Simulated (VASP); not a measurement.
A run of VASP 6.6.1:

File INCAR:

```
SYSTEM = AlP
PREC = Accurate
ENCUT = 520
EDIFF = 1E-7
ISMEAR = 0
SIGMA = 0.02
LREAL = .FALSE.
LASPH = .TRUE.
NELM = 100
ALGO = Normal
ISIF = 2
LWAVE = .FALSE.
LCHARG = .FALSE.
GGA = CA
NBANDS = 11
```

File KPOINTS:

```
Automatic mesh
0
G
  8 8 8
  0 0 0
```

File POSCAR:

```
AlP
1.0
    0.0000000000      2.7168897679      2.7168897679
    2.7168897679      0.0000000000      2.7168897679
    2.7168897679      2.7168897679      0.0000000000
Al P
1 1
Direct
    0.0000000000      0.0000000000      0.0000000000
    0.2500000000      0.2500000000      0.2500000000
```

Potentials or basis: VASP PAW LDA potentials, release 64 (Al, P).

Command:

```bash
$ cat potpaw_LDA.64/Al/POTCAR potpaw_LDA.64/P/POTCAR > POTCAR
$ mpirun -np 1 vasp_std > vasp.out
```

Hardware: 1 thread of Intel(R) Xeon(R) Platinum 8259CL CPU @ 2.50GHz (Skylake/Cascade Lake), with other jobs on the host.

Q: Estimate the wall time of this run.

A: Wall time 13 s on 1 thread of Intel(R) Xeon(R) Platinum 8259CL CPU @ 2.50GHz (Skylake/Cascade Lake), with other jobs on the host, peak memory 0.14 GiB. Counts: scf iterations 13, k points 29.
